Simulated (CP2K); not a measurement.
# PtS2 in CP2K: the effect of functional

PtS2:

```
Pt S
1.0
     3.54320    0.00000    0.00000
    -1.77160    3.06850    0.00000
     0.00000    0.00000    5.03880
Pt S
1 2
Direct
  0.00000 0.00000 0.00000
  0.66667 0.33333 0.77300
  0.33333 0.66667 0.22700
```

Alike in all runs:

| Quantity | Value |
| --- | --- |
| Program | CP2K 2026.2 |
| Task | single point |
| Potentials or basis | POTENTIAL_UZH Pt GTH-PBE-q18, S GTH-PBE-q6; TZVP-MOLOPT-PBE-GTH basis |
| Density cutoff | 9184 eV |
| k mesh | 9 × 9 × 5 |
| Occupations | fermi-dirac, width 0.05 eV |
| Spin | no spin polarisation |

```tsv
functional	gap on the mesh (eV)	pressure (GPa)	largest force (eV/Å)
PBE	1.03	12.4	1.42
LDA	0.92	6.1	1.14
PBEsol	0.96	7.9	1.19
HLE16	1.15	-11.5	1.42
rev-vdW-DF2	0.99	11.4	1.64
WC	0.96	8.7	1.29
r2SCAN	?	?	?
```

Q: What does the run with functional r2SCAN give?

A: gap on the mesh 1.19 eV; pressure 10.1 GPa; largest force 1.41 eV/Å.

Caveats: spin-orbit coupling is left out, which moves the levels of the heavy elements; an odd mesh through Γ misses points on the zone boundary, where band edges often lie; the basis of atomic orbitals isn't converged, which shifts pressures, moduli and gaps; the potentials were made for another functional, which shifts forces and pressure (some runs); forces of over 1 eV/Å show positions far from the minimum, so gaps and moduli don't describe the material at rest (some runs); the potentials were made for a functional far from this one (some runs).
